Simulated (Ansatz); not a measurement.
MgS in the rocksalt structure was relaxed with r2SCAN, strained in 3 ways (changes of length per length), its atoms relaxed again with r2SCAN, and run with HSE06 in the plane-wave code Ansatz. (Simulation; spin polarisation is off.)

Xy shear, engineering strain (angle) -5.86 %. Input:
```yaml
crystal:
  lattice:
    - [-0.0762244756, 2.601517937, 2.601517937]
    - [2.601517937, -0.0762244756, 2.601517937]
    - [2.5252934615, 2.5252934615, 0.0]
  atoms:
    - { symbol: Mg, position: [0.0, 0.0, 0.0] }
    - { symbol: S, position: [0.5, 0.5, 0.5] }
kpoints:
  mp_grid: { grid: [6, 6, 6] }
  band_path:
    path:
      - [0.0, 0.0, 0.0]
      - [0.5, 0.0, 0.5]
      - [0.625, 0.25, 0.625]
      - [0.375, 0.375, 0.75]
      - [0.5, 0.5, 0.5]
      - [0.5, 0.25, 0.75]
      - [0.5, 0.5, 0.0]
    npoints: 1
hamiltonian:
  xc: hse06
scf:
  occupations: { method: fixed }
  n_extra_bands: 4
output:
  forces: true
  stress: true
  eigenvalues: true
```

Main results, then levels in eV from the Fermi energy at the points of the path (names of the unstrained zone, bands numbered from 0):
```
Crystal: 2 atoms, lattice volume = 35.183 Å³
Basis set: ecut = 420 eV, 683 PW (Γ)
Symmetry: 8 space group operations
Space group: Immm (ITA 71)
k-points: 46 of 216
Free energy (F): -2829.746158 eV
Fermi energy:    6.036440 eV
--- Stress (GPa, compression-positive) ---
       -0.220676       3.427884       0.000000
        3.427884      -0.220676       0.000000
        0.000000       0.000000      -0.531019
  P = ⅓ Tr σ = -0.3241 GPa (-3.241 kbar)
```
```tsv
point	band_3	band_4	band_5	band_6	band_7	band_8	band_9	band_10
Γ	-44.832	-14.256	-0.553	-0.304	0.000	4.479	8.299	8.864
X	-44.835	-12.397	-4.880	-2.132	-2.124	3.519	5.046	12.969
U	-44.835	-12.400	-4.323	-3.726	-1.774	4.670	7.531	10.488
K	-44.834	-12.363	-4.296	-3.553	-2.106	4.286	8.099	10.513
L	-44.832	-12.725	-5.464	-1.170	-0.970	5.042	7.371	7.769
W	-44.835	-12.356	-3.820	-3.808	-2.781	6.049	8.488	8.840
(1/2,1/2,0)	-44.835	-12.414	-4.884	-2.507	-1.727	3.373	5.202	13.243
```

HSE06 gives an indirect gap of 3.37 eV, from Γ to X; the least direct gap is 4.48 eV at Γ. With the atoms held, the mean pressure is -0.3 GPa (compression positive). The stress of a hybrid is loosely converged here.

Question: Uniaxial +1.85 % along x, other directions held gives these blocks instead:
```yaml
crystal:
  lattice:
    - [0.0, 2.601517937, 2.601517937]
    - [2.6496460189, 0.0, 2.601517937]
    - [2.6496460189, 2.601517937, 0.0]
  atoms:
    - { symbol: Mg, position: [0.0, 0.0, 0.0] }
    - { symbol: S, position: [0.5, 0.5, 0.5] }
kpoints:
  mp_grid: { grid: [6, 6, 6] }
  band_path:
    path:
      - [0.0, 0.0, 0.0]
      - [0.5, 0.0, 0.5]
      - [0.625, 0.25, 0.625]
      - [0.375, 0.375, 0.75]
      - [0.5, 0.5, 0.5]
      - [0.5, 0.25, 0.75]
    npoints: 1
```
What comes out?

Answer:
```
Crystal: 2 atoms, lattice volume = 35.865 Å³
Basis set: ecut = 420 eV, 717 PW (Γ)
Symmetry: 16 space group operations
Space group: I4/mmm (ITA 139)
k-points: 30 of 216
Free energy (F): -2829.761360 eV
Fermi energy:    5.579591 eV
--- Stress (GPa, compression-positive) ---
       -2.828343       0.000000       0.000000
        0.000000      -1.177615       0.000000
        0.000000       0.000000      -1.177615
  P = ⅓ Tr σ = -1.7279 GPa (-17.279 kbar)
```
```tsv
point	band_3	band_4	band_5	band_6	band_7	band_8	band_9	band_10
Γ	-44.635	-13.909	-0.086	-0.086	0.000	4.616	8.911	9.103
X	-44.638	-12.106	-4.537	-1.969	-1.795	3.672	5.311	13.350
U	-44.638	-12.118	-3.996	-3.413	-1.530	4.832	7.695	10.908
K	-44.638	-12.118	-3.996	-3.413	-1.530	4.832	7.695	10.908
L	-44.635	-12.519	-5.217	-0.711	-0.656	5.472	7.893	8.090
W	-44.640	-12.064	-3.523	-3.523	-2.420	6.149	8.936	8.936
```
The HSE06 gap is indirect, 3.67 eV (Γ to X), below the direct gap of 4.62 eV at Γ. The mean pressure at these positions is -1.7 GPa, compression counted positive. (The program warns that its thresholds are loose for a hybrid's stress.)

Question: Epitaxial -1.54 % in the plane normal to [111], free normal strain +0.77 % gives these blocks instead:
```yaml
crystal:
  lattice:
    - [0.0400633762, 2.601517937, 2.601517937]
    - [2.601517937, 0.0400633762, 2.601517937]
    - [2.601517937, 2.601517937, 0.0400633762]
  atoms:
    - { symbol: Mg, position: [0.0, 0.0, 0.0] }
    - { symbol: S, position: [0.5, 0.5, 0.5] }
kpoints:
  mp_grid: { grid: [6, 6, 6] }
  band_path:
    path:
      - [0.0, 0.0, 0.0]
      - [0.5, 0.0, 0.5]
      - [0.625, 0.25, 0.625]
      - [0.375, 0.375, 0.75]
      - [0.5, 0.5, 0.5]
      - [0.5, 0.25, 0.75]
      - [0.0, 0.5, 0.5]
    npoints: 1
```
What comes out?

Answer:
```
Crystal: 2 atoms, lattice volume = 34.400 Å³
Basis set: ecut = 420 eV, 677 PW (Γ)
Symmetry: 12 space group operations
Space group: R-3m (ITA 166)
k-points: 32 of 216
Free energy (F): -2829.760640 eV
Fermi energy:    6.082882 eV
--- Stress (GPa, compression-positive) ---
        1.529133      -0.944108      -0.944108
       -0.944108       1.529133      -0.944108
       -0.944108      -0.944108       1.529133
  P = ⅓ Tr σ = 1.5291 GPa (15.291 kbar)
```
```tsv
point	band_3	band_4	band_5	band_6	band_7	band_8	band_9	band_10
Γ	-44.560	-14.185	-0.230	0.000	0.000	4.935	8.744	9.138
X	-44.564	-12.254	-4.800	-2.079	-1.870	3.771	5.201	13.656
U	-44.565	-12.266	-4.241	-3.659	-1.520	5.009	7.640	11.153
K	-44.565	-12.266	-4.241	-3.659	-1.520	5.009	7.640	11.153
L	-44.566	-12.747	-5.554	-0.639	-0.639	5.700	8.214	8.214
W	-44.564	-12.200	-3.720	-3.690	-2.656	6.412	9.008	9.070
(0,1/2,1/2)	-44.564	-12.254	-4.800	-2.079	-1.870	3.771	5.201	13.656
```
With HSE06 the valence top lies at Γ and the conduction bottom at X, 3.77 eV higher; the smallest vertical gap, at Γ, is 4.94 eV. With the atoms held, the mean pressure is +1.5 GPa (compression positive). The stress of a hybrid is loosely converged here.

The meshes of the hybrids are coarse, so their gaps aren't converged to the digits shown.
